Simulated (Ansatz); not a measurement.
Born–Oppenheimer molecular dynamics of a periodic cell of 12 atoms, AgCl (surface AgCl(111)). It starts from a relaxed structure.

Level of theory: Ansatz 0.2.0, DFT LDA, scalar-relativistic, plane waves, PAW. Settings: accuracy low, cutoff 420 eV, k mesh 2x2x1, fermi-dirac smearing 0.05 eV, no spin polarisation.

```yaml
ensemble: NVE (velocity Verlet)
time_step: 2 fs
steps_asked: 300
starting_velocities_drawn_for: 1800 K
atoms_held: 1 to 4
seed: 554873
```

Frames 4 fs apart, positions in Å, forces in eV/Å.

Velocities at 220.0 fs (Å/ps):

```
Ag 0.00 0.00 0.00
Ag 0.00 0.00 0.00
Cl 0.00 0.00 0.00
Cl 0.00 0.00 0.00
Ag -2.38 1.84 2.32
Ag -2.24 4.34 2.38
Cl -3.19 -2.10 4.76
Cl -2.78 3.23 -9.29
Ag -1.89 -2.18 0.48
Ag 2.02 -1.60 0.01
Cl -3.25 -1.63 3.29
Cl -5.09 -1.25 0.92
```

```xyz
12
Lattice="5.3147 0.0000 0.0000 -2.2774 6.1554 0.0000 0.0000 0.0000 16.3286" Properties=species:S:1:pos:R:3:forces:R:3 time_fs=220.0 energy_less_start_eV=1.175 T=664
Ag 2.434 5.758 1.714 -0.03 0.62 0.31
Ag 2.883 1.895 1.290 0.46 -0.89 -0.32
Cl 0.206 2.272 1.000 -0.70 -1.04 0.04
Cl -0.203 5.380 2.003 -0.24 0.80 -0.11
Ag 0.966 1.280 3.597 -0.16 -0.26 0.20
Ag -0.786 3.438 3.701 1.11 0.10 0.59
Cl 2.330 3.509 2.915 -0.91 0.40 0.62
Cl 3.857 0.147 4.770 0.17 0.89 -0.44
Ag 3.360 2.257 6.095 0.13 -0.32 -0.38
Ag 1.291 4.434 6.223 0.17 -0.32 -0.23
Cl -1.230 4.568 6.154 -0.17 0.21 0.01
Cl 0.897 2.025 6.556 0.18 -0.20 -0.29
12
Lattice="5.3147 0.0000 0.0000 -2.2774 6.1554 0.0000 0.0000 0.0000 16.3286" Properties=species:S:1:pos:R:3:forces:R:3 time_fs=224.0 energy_less_start_eV=1.127 T=711
Ag 2.434 5.758 1.714 -0.03 0.59 0.34
Ag 2.883 1.895 1.290 0.44 -0.82 -0.27
Cl 0.206 2.272 1.000 -0.71 -1.05 0.04
Cl -0.203 5.380 2.003 -0.27 0.78 -0.14
Ag 0.957 1.287 3.607 -0.18 -0.26 0.21
Ag -0.794 3.456 3.711 1.10 0.11 0.59
Cl 2.316 3.502 2.935 -0.86 0.35 0.55
Cl 3.846 0.162 4.732 0.17 0.75 -0.32
Ag 3.353 2.248 6.097 0.10 -0.32 -0.37
Ag 1.299 4.427 6.223 0.14 -0.19 -0.31
Cl -1.244 4.561 6.168 -0.12 0.25 -0.01
Cl 0.877 2.020 6.559 0.22 -0.20 -0.31
12
Lattice="5.3147 0.0000 0.0000 -2.2774 6.1554 0.0000 0.0000 0.0000 16.3286" Properties=species:S:1:pos:R:3:forces:R:3 time_fs=228.0 energy_less_start_eV=1.077 T=759
Ag 2.434 5.758 1.714 -0.02 0.57 0.36
Ag 2.883 1.895 1.290 0.42 -0.74 -0.20
Cl 0.206 2.272 1.000 -0.72 -1.05 0.03
Cl -0.203 5.380 2.003 -0.30 0.77 -0.17
Ag 0.947 1.294 3.616 -0.19 -0.26 0.22
Ag -0.800 3.473 3.722 1.06 0.12 0.56
Cl 2.297 3.496 2.958 -0.77 0.29 0.48
Cl 3.836 0.179 4.693 0.17 0.63 -0.21
Ag 3.345 2.239 6.098 0.08 -0.32 -0.36
Ag 1.307 4.420 6.222 0.11 -0.08 -0.38
Cl -1.258 4.557 6.181 -0.08 0.28 -0.02
Cl 0.858 2.013 6.561 0.25 -0.20 -0.33
12
Lattice="5.3147 0.0000 0.0000 -2.2774 6.1554 0.0000 0.0000 0.0000 16.3286" Properties=species:S:1:pos:R:3:forces:R:3 time_fs=232.0 energy_less_start_eV=1.029 T=805
Ag 2.434 5.758 1.714 -0.02 0.55 0.38
Ag 2.883 1.895 1.290 0.40 -0.65 -0.12
Cl 0.206 2.272 1.000 -0.73 -1.06 0.03
Cl -0.203 5.380 2.003 -0.34 0.75 -0.20
Ag 0.937 1.300 3.626 -0.21 -0.26 0.23
Ag -0.805 3.491 3.733 0.99 0.13 0.53
Cl 2.275 3.491 2.983 -0.64 0.23 0.41
Cl 3.826 0.200 4.652 0.18 0.52 -0.11
Ag 3.338 2.229 6.099 0.07 -0.31 -0.35
Ag 1.316 4.413 6.221 0.07 0.00 -0.43
Cl -1.272 4.553 6.194 -0.04 0.30 -0.03
Cl 0.840 2.006 6.561 0.27 -0.19 -0.34
12
Lattice="5.3147 0.0000 0.0000 -2.2774 6.1554 0.0000 0.0000 0.0000 16.3286" Properties=species:S:1:pos:R:3:forces:R:3 time_fs=236.0 energy_less_start_eV=0.986 T=847
Ag 2.434 5.758 1.714 -0.01 0.52 0.41
Ag 2.883 1.895 1.290 0.37 -0.57 -0.04
Cl 0.206 2.272 1.000 -0.74 -1.06 0.02
Cl -0.203 5.380 2.003 -0.39 0.73 -0.23
Ag 0.926 1.306 3.637 -0.22 -0.26 0.23
Ag -0.809 3.509 3.745 0.90 0.14 0.48
Cl 2.251 3.487 3.010 -0.49 0.16 0.35
Cl 3.818 0.223 4.612 0.19 0.43 -0.03
Ag 3.331 2.219 6.099 0.06 -0.28 -0.34
Ag 1.324 4.406 6.219 0.04 0.05 -0.47
Cl -1.286 4.550 6.207 0.00 0.32 -0.05
Cl 0.823 1.998 6.560 0.28 -0.18 -0.34
12
Lattice="5.3147 0.0000 0.0000 -2.2774 6.1554 0.0000 0.0000 0.0000 16.3286" Properties=species:S:1:pos:R:3:forces:R:3 time_fs=240.0 energy_less_start_eV=0.948 T=883
Ag 2.434 5.758 1.714 0.00 0.50 0.42
Ag 2.883 1.895 1.290 0.35 -0.48 0.03
Cl 0.206 2.272 1.000 -0.75 -1.06 0.01
Cl -0.203 5.380 2.003 -0.43 0.70 -0.26
Ag 0.915 1.312 3.647 -0.24 -0.27 0.24
Ag -0.811 3.527 3.759 0.80 0.14 0.43
Cl 2.224 3.484 3.038 -0.33 0.11 0.29
Cl 3.810 0.248 4.571 0.21 0.36 0.04
Ag 3.324 2.208 6.099 0.06 -0.26 -0.33
Ag 1.333 4.399 6.217 0.00 0.09 -0.49
Cl -1.301 4.549 6.219 0.03 0.32 -0.06
Cl 0.807 1.989 6.557 0.30 -0.16 -0.34
12
Lattice="5.3147 0.0000 0.0000 -2.2774 6.1554 0.0000 0.0000 0.0000 16.3286" Properties=species:S:1:pos:R:3:forces:R:3 time_fs=244.0 energy_less_start_eV=0.919 T=912
Ag 2.434 5.758 1.714 0.00 0.48 0.44
Ag 2.883 1.895 1.290 0.32 -0.41 0.11
Cl 0.206 2.272 1.000 -0.76 -1.06 0.00
Cl -0.203 5.380 2.003 -0.47 0.68 -0.29
Ag 0.904 1.317 3.658 -0.25 -0.27 0.23
Ag -0.813 3.546 3.772 0.70 0.14 0.37
Cl 2.196 3.482 3.067 -0.16 0.06 0.24
Cl 3.804 0.275 4.530 0.23 0.29 0.11
Ag 3.317 2.197 6.098 0.05 -0.22 -0.31
Ag 1.342 4.393 6.214 -0.04 0.11 -0.50
Cl -1.315 4.550 6.232 0.06 0.31 -0.08
Cl 0.793 1.980 6.553 0.30 -0.12 -0.33
12
Lattice="5.3147 0.0000 0.0000 -2.2774 6.1554 0.0000 0.0000 0.0000 16.3286" Properties=species:S:1:pos:R:3:forces:R:3 time_fs=248.0 energy_less_start_eV=0.897 T=933
Ag 2.434 5.758 1.714 0.01 0.47 0.45
Ag 2.883 1.895 1.290 0.29 -0.34 0.18
Cl 0.206 2.272 1.000 -0.76 -1.05 -0.01
Cl -0.203 5.380 2.003 -0.52 0.66 -0.32
Ag 0.893 1.322 3.670 -0.26 -0.28 0.22
Ag -0.813 3.564 3.786 0.60 0.14 0.32
Cl 2.167 3.479 3.098 0.00 0.03 0.20
Cl 3.798 0.303 4.489 0.25 0.24 0.17
Ag 3.310 2.186 6.096 0.06 -0.18 -0.30
Ag 1.351 4.386 6.210 -0.07 0.11 -0.51
Cl -1.329 4.551 6.244 0.09 0.29 -0.09
Cl 0.780 1.970 6.547 0.31 -0.09 -0.32
12
Lattice="5.3147 0.0000 0.0000 -2.2774 6.1554 0.0000 0.0000 0.0000 16.3286" Properties=species:S:1:pos:R:3:forces:R:3 time_fs=252.0 energy_less_start_eV=0.885 T=945
Ag 2.434 5.758 1.714 0.02 0.45 0.46
Ag 2.883 1.895 1.290 0.26 -0.28 0.24
Cl 0.206 2.272 1.000 -0.76 -1.04 -0.02
Cl -0.203 5.380 2.003 -0.56 0.64 -0.35
Ag 0.881 1.327 3.682 -0.27 -0.28 0.21
Ag -0.812 3.583 3.801 0.51 0.13 0.27
Cl 2.139 3.477 3.129 0.16 0.02 0.16
Cl 3.793 0.331 4.450 0.26 0.19 0.22
Ag 3.304 2.174 6.095 0.06 -0.14 -0.28
Ag 1.359 4.379 6.205 -0.11 0.11 -0.50
Cl -1.343 4.554 6.256 0.11 0.26 -0.10
Cl 0.768 1.960 6.540 0.31 -0.05 -0.30
12
Lattice="5.3147 0.0000 0.0000 -2.2774 6.1554 0.0000 0.0000 0.0000 16.3286" Properties=species:S:1:pos:R:3:forces:R:3 time_fs=256.0 energy_less_start_eV=0.880 T=949
Ag 2.434 5.758 1.714 0.03 0.43 0.47
Ag 2.883 1.895 1.290 0.24 -0.23 0.29
Cl 0.206 2.272 1.000 -0.75 -1.04 -0.03
Cl -0.203 5.380 2.003 -0.60 0.62 -0.37
Ag 0.869 1.331 3.693 -0.27 -0.29 0.19
Ag -0.811 3.602 3.816 0.43 0.13 0.22
Cl 2.110 3.475 3.161 0.29 0.01 0.12
Cl 3.789 0.361 4.411 0.27 0.15 0.26
Ag 3.297 2.162 6.093 0.07 -0.09 -0.26
Ag 1.367 4.373 6.200 -0.14 0.09 -0.49
Cl -1.356 4.559 6.267 0.14 0.23 -0.12
Cl 0.758 1.949 6.532 0.30 -0.01 -0.27
12
Lattice="5.3147 0.0000 0.0000 -2.2774 6.1554 0.0000 0.0000 0.0000 16.3286" Properties=species:S:1:pos:R:3:forces:R:3 time_fs=260.0 energy_less_start_eV=0.882 T=947
Ag 2.434 5.758 1.714 0.03 0.42 0.48
Ag 2.883 1.895 1.290 0.21 -0.19 0.33
Cl 0.206 2.272 1.000 -0.74 -1.03 -0.04
Cl -0.203 5.380 2.003 -0.63 0.60 -0.40
Ag 0.856 1.335 3.706 -0.27 -0.29 0.17
Ag -0.809 3.621 3.831 0.36 0.12 0.18
Cl 2.083 3.473 3.194 0.41 0.03 0.09
Cl 3.787 0.391 4.374 0.28 0.12 0.29
Ag 3.290 2.150 6.090 0.07 -0.05 -0.24
Ag 1.376 4.367 6.194 -0.18 0.07 -0.48
Cl -1.368 4.564 6.278 0.16 0.19 -0.13
Cl 0.749 1.938 6.522 0.30 0.03 -0.24
12
Lattice="5.3147 0.0000 0.0000 -2.2774 6.1554 0.0000 0.0000 0.0000 16.3286" Properties=species:S:1:pos:R:3:forces:R:3 time_fs=264.0 energy_less_start_eV=0.891 T=939
Ag 2.434 5.758 1.714 0.04 0.40 0.48
Ag 2.883 1.895 1.290 0.19 -0.16 0.36
Cl 0.206 2.272 1.000 -0.73 -1.02 -0.05
Cl -0.203 5.380 2.003 -0.66 0.58 -0.42
Ag 0.843 1.338 3.718 -0.25 -0.30 0.14
Ag -0.806 3.640 3.847 0.30 0.11 0.15
Cl 2.058 3.471 3.227 0.50 0.05 0.06
Cl 3.786 0.422 4.337 0.27 0.08 0.31
Ag 3.284 2.138 6.087 0.08 0.00 -0.22
Ag 1.384 4.361 6.188 -0.21 0.05 -0.46
Cl -1.380 4.570 6.288 0.18 0.15 -0.14
Cl 0.742 1.928 6.512 0.29 0.06 -0.20
```

Of the whole run (600 fs, mean temperature of the second half 725 K): The conserved energy stayed within 0.067 meV per atom of its start (net change 0.035 meV per atom), so the integration is sound. A run of 0.6 ps of so small a system gives no equilibrium averages. Limits of this set-up: coarse k mesh, thin slab, slab without dipole correction, low accuracy level.

Time of the run: 9.2 min on 2 threads of Intel(R) Xeon(R) Platinum 8488C (Sapphire Rapids), on a shared host, peak memory 1 GiB.
